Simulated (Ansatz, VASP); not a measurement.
## TiAl in VASP and in Ansatz

```
Ti Al
1.0
     3.01800    0.00000    0.00000
     0.00000    3.01800    0.00000
     0.00000    0.00000    3.01800
Ti Al
1 1
Cartesian
  1.6150 1.5988 1.6671
  2.9508 0.0579 2.9108
```

Alike in both runs: task single point; functional LDA; k mesh 7 × 7 × 7; occupations fermi-dirac, width 0.01 eV; no spin polarisation.

|  | VASP | Ansatz |
| --- | --- | --- |
| version | VASP 6.6.1 | Ansatz 0.2.0 |
| potentials or method | VASP PAW LDA potentials, release 64 (Ti_sv, Al) | plane waves, PAW |
| plane-wave cutoff (eV) | 520 | 540 |
| valence electrons in the cell | 15 | 15 |

Ansatz gave:

- pressure (GPa): 21.8
- largest component of the traceless stress (GPa): 5.75
- rms of the force components (eV/Å): 1.857

Q: Which values does VASP return?

A: Pressure (GPa): 21.9; largest component of the traceless stress (GPa): 5.78; rms of the force components (eV/Å): 1.865.

Atom by atom the forces differ by 0.008 eV/Å (rms over components). Ansatz warned: «stress_scf_threshold_loose».

Caveats: so large a pressure means that the cell lies far from this level's equilibrium, or that cutoff or potentials fall short (VASP); forces of over 1 eV/Å show positions far from the minimum, so gaps and moduli don't describe the material at rest.
